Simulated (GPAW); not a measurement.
# Ta2N (P-3m1) in GPAW: a series of runs, part 2 of 2

GPAW 26.7.0.

### Step 3. Band structure, r2SCAN, spin-orbit coupling, no magnetisation

Input file run.py:

```python
import numpy as np
from ase import Atoms
from ase.dft.bandgap import bandgap
from ase.io import write
from ase.units import GPa
from gpaw import GPAW, PW
from gpaw.spinorbit import soc_eigenstates

atoms = Atoms(['Ta', 'Ta', 'N'],
              cell=[[3.112861506, 0.0, 0.0],
                    [-1.556430753, 2.6958171426, 0.0],
                    [0.0, 0.0, 4.869841]],
              scaled_positions=[[0.3333333333, 0.6666666667, 0.254711],
                                [0.6666666667, 0.3333333333, 0.745289],
                                [0.0, 0.0, 0.0]],
              pbc=True)

calc = GPAW(mode=PW(800),
            xc='MGGA_X_R2SCAN+MGGA_C_R2SCAN',
            kpts={'size': (7, 7, 5), 'gamma': True},
            occupations={'name': 'fermi-dirac', 'width': 0.05},
            nbands=30,
            convergence={'density': 1e-05, 'energy': 1e-05},
            maxiter=150,
            txt='gpaw.txt')
atoms.calc = calc
energy = atoms.get_potential_energy()
forces = atoms.get_forces()
stress = atoms.get_stress()
calc.write('gs.gpw')
write('result.traj', atoms)
print(f'Energy: {energy:.6f} eV')
print('Forces (eV/A):')
print(forces.round(4))
print('Stress (GPa):', (stress / GPa).round(3))
print('Fermi level:', round(calc.get_fermi_level(), 4), 'eV')
print(f'Gap: {bandgap(calc)[0]:.4f} eV, direct: {bandgap(calc, direct=True)[0]:.4f} eV')

path = atoms.cell.bandpath('GMKGALHA,LM,KH', npoints=60, eps=1e-4)
bs_calc = calc.fixed_density(kpts=path, symmetry='off', nbands=44,
                             convergence={'bands': 'CBM+6.0', 'eigenstates': 1e-6}, txt='bands.txt')
bs = bs_calc.band_structure()
bs.write('bs.json')
print(f'Gap on the path: {bandgap(bs_calc)[0]:.4f} eV')

soc = soc_eigenstates(bs_calc, theta=90, phi=0, ignore_xc_potential=True)
np.savetxt('soc_bands.dat', soc.eigenvalues(), fmt='%.4f')
mesh = soc_eigenstates('gs.gpw', theta=90, phi=0, ignore_xc_potential=True)
np.savetxt('soc_mesh.dat', mesh.eigenvalues(), fmt='%.4f')
print('Fermi level with spin-orbit coupling:', round(mesh.fermi_level, 4), 'eV')
```

Potentials or basis: GPAW PAW data sets (gpaw-data 1.2.1), pw.

Launch:

```
OMP_NUM_THREADS=1 python run.py
```

gpaw.txt:

```text
__  _  _
 | _ |_)|_||  |
 |__||  | ||/\| - 26.7.0

Input parameters:
  mode=PW(ecut=800.0),
  convergence={'density': 1e-05, 'energy': 1e-05},
  kpts=MonkhorstPack(size=(7, 7, 5), gamma=True),
  maxiter=150,
  nbands=30,
  occupations=Occupations(name='fermi-dirac', width=0.05),
  xc=XC(name='MGGA_X_R2SCAN+MGGA_C_R2SCAN')

Diagonalizing LCAO Hamiltonian
Converting LCAO to pw mode

            Ta

         Ta

       N

Atoms  # Å, Bohr magnetons
|   | symbol |         x |        y |        z |    initial magnetic moments |
|---|--------|-----------|----------|----------|-----------------------------|
| 0 |     Ta | -0.000000 | 1.797211 | 1.240402 | ( 0.0000,  0.0000,  0.0000) |
| 1 |     Ta |  1.556431 | 0.898606 | 3.629439 | ( 0.0000,  0.0000,  0.0000) |
| 2 |      N |  0.000000 | 0.000000 | 0.000000 | ( 0.0000,  0.0000,  0.0000) |

Unit cell  # Å
| periodic |         x |        y |        z |  lengths |     angles |
|----------|-----------|----------|----------|----------|------------|
|      yes |  3.112862 | 0.000000 | 0.000000 | 3.112862 |  90.000000 |
|      yes | -1.556431 | 2.695817 | 0.000000 | 3.112862 |  90.000000 |
|      yes |  0.000000 | 0.000000 | 4.869841 | 4.869841 | 120.000000 |

Number of symmetries: 12
Symmetry operations  # r_c * U_cc + t_c -> r_c
|    | kind |            matrix            |
|----|------|------------------------------|
|  0 |  σ   |  1, 1, 0,  0,-1, 0,  0, 0, 1 |
|  1 |  S6  |  1, 1, 0, -1, 0, 0,  0, 0,-1 |
|  2 |  E   |  1, 0, 0,  0, 1, 0,  0, 0, 1 |
|  3 |  C2  |  1, 0, 0, -1,-1, 0,  0, 0,-1 |
|  4 |  C2  |  0, 1, 0,  1, 0, 0,  0, 0,-1 |
|  5 |  C3  |  0, 1, 0, -1,-1, 0,  0, 0, 1 |
|  6 |  S6  |  0,-1, 0,  1, 1, 0,  0, 0,-1 |
|  7 |  σ   |  0,-1, 0, -1, 0, 0,  0, 0, 1 |
|  8 |  σ   | -1, 0, 0,  1, 1, 0,  0, 0, 1 |
|  9 |  i   | -1, 0, 0,  0,-1, 0,  0, 0,-1 |
| 10 |  C3  | -1,-1, 0,  1, 0, 0,  0, 0, 1 |
| 11 |  C2  | -1,-1, 0,  0, 1, 0,  0, 0,-1 |

BZ-sampling:
  Number of BZ points: 245
  Number of IBZ points: 32

  Monkhorst-Pack size: [7, 7, 5]
  Monkhorst-Pack shift: [0, 0, 0]

K-points  # in reciprocal-cell coordinates
|     |                                coordinates |     weight |
|-----|--------------------------------------------|------------|
|   0 | (  0.00000000,   0.00000000,   0.00000000) | 0.00408163 |
|   1 | (  0.00000000,   0.00000000,   0.20000000) | 0.00816327 |
|   2 | (  0.00000000,   0.00000000,   0.40000000) | 0.00816327 |
|   3 | (  0.14285714,   0.00000000,  -0.40000000) | 0.02448980 |
|   4 | (  0.14285714,   0.00000000,  -0.20000000) | 0.02448980 |
|   5 | (  0.14285714,   0.00000000,   0.00000000) | 0.02448980 |
|   6 | (  0.14285714,   0.00000000,   0.20000000) | 0.02448980 |
|   7 | (  0.14285714,   0.00000000,   0.40000000) | 0.02448980 |
|   8 | (  0.28571429,  -0.14285714,   0.00000000) | 0.02448980 |
|   9 | (  0.28571429,  -0.14285714,   0.20000000) | 0.04897959 |
| ... |                                            |            |
|  31 | (  0.42857143,   0.42857143,   0.40000000) | 0.04897959 |

Plane wave coefficients: 2113
Cutoff: 800.0 eV

Spin-components: 1 (collinear spins)
Bands:           30
Projectors:      17
Spin-degeneracy: 2
Datatype:        complex128

Parallelization:
  kpt:    1
  domain: 1
  band:   1

Density:
  Valence electrons: 31.0
  Components: 1
  Grid points: [21 21 32]
  Charge: 0.0  # |e|

Potential:
  Grid points: [21 21 32]

species:
  Ta:
    name:    Tantalum
    Z:       73.0
    valence: 13
    core:    60
    charge:  0.0  # [|e|]
    compensation charges:
      type: gauss
      rc: 0.42  # [Å]
      lmax: 2
    cutoffs:
      filter: 2.36  # [Å]
      core: 3.45  # [Å]
    projectors
    | kind |    occ | energy [eV] | rcut [Å] |
    |------|--------|-------------|----------|
    |   5s |  2.000 |     -72.790 |    1.365 |
    |   6s |  2.000 |      -5.429 |    1.365 |
    |   5p |  6.000 |     -39.427 |    1.349 |
    |   6p |  0.000 |      -1.396 |    1.349 |
    |   5d |  3.000 |      -3.603 |    1.307 |
    |    d |        |      23.609 |    1.307 |

    Using partial waves for Ta as LCAO basis

  N:
    name:    Nitrogen
    Z:       7.0
    valence: 5
    core:    2
    charge:  0.0  # [|e|]
    compensation charges:
      type: gauss
      rc: 0.18  # [Å]
      lmax: 2
    cutoffs:
      filter: 1.11  # [Å]
      core: 0.96  # [Å]
    projectors
    | kind |    occ | energy [eV] | rcut [Å] |
    |------|--------|-------------|----------|
    |   2s |  2.000 |     -18.583 |    0.603 |
    |   2p |  3.000 |      -7.089 |    0.529 |
    |    s |        |       8.629 |    0.603 |
    |    p |        |      20.123 |    0.529 |
    |    d |        |       0.000 |    0.577 |

    Using partial waves for N as LCAO basis

Reference energy: -849826.604306  # eV

eigensolver:
  PPCG
  Converge bands: occupied
  niter=2

density mixing:
  MSR1-Mixer
  Pratt-step length: 0.05
  Maximum mixing coefficient: 0.75
  Old densities: 10
  SVD Regularization: 0.005
  Good broyden scale: 1.0
  Trust region scale: 1.0
  Backstep threshold: 4.0
  History deletion threshold: 6.0
  Fourier metric: weight=20.0, sigma=0.015

occupation numbers:
  Fermi-Dirac:
    width: 0.0500  # eV

poisson solver:
  ecut: 6400.0  # eV

xc functional:
  name: MGGA_X_R2SCAN+MGGA_C_R2SCAN with 2 nearest neighbor stencil

convergence criteria:
- Maximum integral of absolute [dens]ity change: 1e-05 electrons / valence electron
- Maximum [total energy] change in last 3 cyles: 1e-05 eV / valence electron
- Maximum integral of absolute [eigenst]ate change: 4e-08 eV^2 / valence electron
maximum number of iterations: 150

SCF iterations
|iter     | |      energy | eigst |  dens |
|---------|-|-------------|-------|-------|
|iter:   1| |  -65.373663 | +0.15 |       |
|iter:   2| |  -58.942223 | -1.49 | -1.06 |
|iter:   3| |  -58.128452 | -1.49 | -1.11 |
|iter:   4| |  -58.194614 | -2.43 | -1.61 |
|iter:   5| |  -58.220141 | -2.90 | -1.91 |
|iter:   6| |  -58.223356 | -3.90 | -2.38 |
|iter:   7| |  -58.223435 | -4.73 | -2.93 |
|iter:   8| |  -58.223441c| -6.43 | -3.69 |
|iter:   9| |  -58.223441c| -6.93 | -4.11 |
|iter:  10| |  -58.223441c| -7.83c| -5.02c|

Converged in 10 steps
Energy contributions relative to reference atoms: (reference = -849826.604306)

Energy contributions:
  Kinetic:          38.534950
  Coulomb:         -40.259139
  Zero:             -0.412951
  External:          0.000000
  Xc:              -56.079893
  Entropy:          -0.012819
  Spinorbit:         0.000000
  ----------------------------
  Free energy:     -58.229851
  Extrapolated:    -58.223441

dipole moment: (-3.866802, -6.697498, -12.098650)  # |e|*Ang

Fermi level: 13.447
Eigenvalues  # (at kpt = [0.000, 0.000, 0.000])
| band index |      eig [eV] | occ [0-2] |
|------------|---------------|-----------|
|          0 |       -57.126 |     2.000 |
|        ... |               |           |
|          8 |        -5.134 |     2.000 |
|          9 |         4.644 |     2.000 |
|         10 |         6.984 |     2.000 |
|         11 |         6.984 |     2.000 |
|         12 |         8.066 |     2.000 |
|         13 |        12.776 |     2.000 |
[... 8 lines left out ...]
|         22 |        20.299 |     0.000 |
|         23 |        20.299 |     0.000 |
|        ... |               |           |
|         29 |        32.005 |     0.000 |

No gap
No difference between direct/indirect transitions

Forces  # eV/Ang
|        x |       y |        z |
|----------|---------|----------|
|  0.00000 | 0.00000 |  0.20881 |  # Ta   0
|  0.00000 | 0.00000 | -0.20881 |  # Ta   1
| -0.00000 | 0.00000 |  0.00000 |  # N    2

Stress tensor  # eV/Ang^3
|         x |         y |        z |
|-----------|-----------|----------|
|  0.030063 | -0.000000 | 0.000000 |
| -0.000000 |  0.030063 | 0.000000 |
|  0.000000 |  0.000000 | 0.023445 |

# Writing to gs.gpw (mode='')
```

Run time: 3.2 min. Hardware: 1 thread of Arm Neoverse V2, shared host; peak memory 0.51 GiB.

What came out:

```
Free energy             : -58.2299 eV
Pressure                : -4.5 GPa
Largest force           : 0.209 eV/Å
Band gap along the path : none (metal or under the smearing width)
```

Forces in eV/Å, atoms in the order of the input:
```
Ta   0.000  0.000  0.209
Ta   0.000  0.000 -0.209
N    0.000  0.000  0.000
```

Stress tensor (GPa, compression positive):
```
-4.82  0.00  0.00
 0.00 -4.82  0.00
 0.00  0.00 -3.76
```

Levels at the corners of the path, in eV from the Fermi level:
```tsv
point	band 29	band 30	band 31	band 32	band 33	band 34	band 35	band 36
Γ	-0.58	-0.58	-0.01	-0.01	0.12	0.12	0.26	0.26
M	-1.62	-1.62	1.66	1.66	1.99	1.99	3.78	3.78
K	-2.91	-2.91	1.30	1.30	1.31	1.31	2.90	2.90
Γ	-0.58	-0.58	-0.01	-0.01	0.12	0.12	0.26	0.26
A	-1.34	-1.34	-0.98	-0.98	1.70	1.70	1.94	1.94
L	-2.32	-2.32	-0.41	-0.41	0.66	0.66	3.27	3.27
H	-2.04	-2.04	0.58	0.58	0.78	0.78	0.82	0.82
A	-1.34	-1.34	-0.98	-0.98	1.70	1.70	1.94	1.94
L	-2.32	-2.32	-0.41	-0.41	0.66	0.66	3.27	3.27
M	-1.62	-1.62	1.66	1.66	1.99	1.99	3.78	3.78
K	-2.91	-2.91	1.30	1.30	1.31	1.31	2.90	2.90
H	-2.04	-2.04	0.58	0.58	0.78	0.78	0.82	0.82
```

Caveat: spin-orbit coupling was added after a scalar SCF, so levels and gaps hold it while energy, forces, pressure and moments don't; this program's spin-orbit splittings come out too wide for heavy elements; the PAW data sets were made with another functional, which shifts forces and pressure a little.
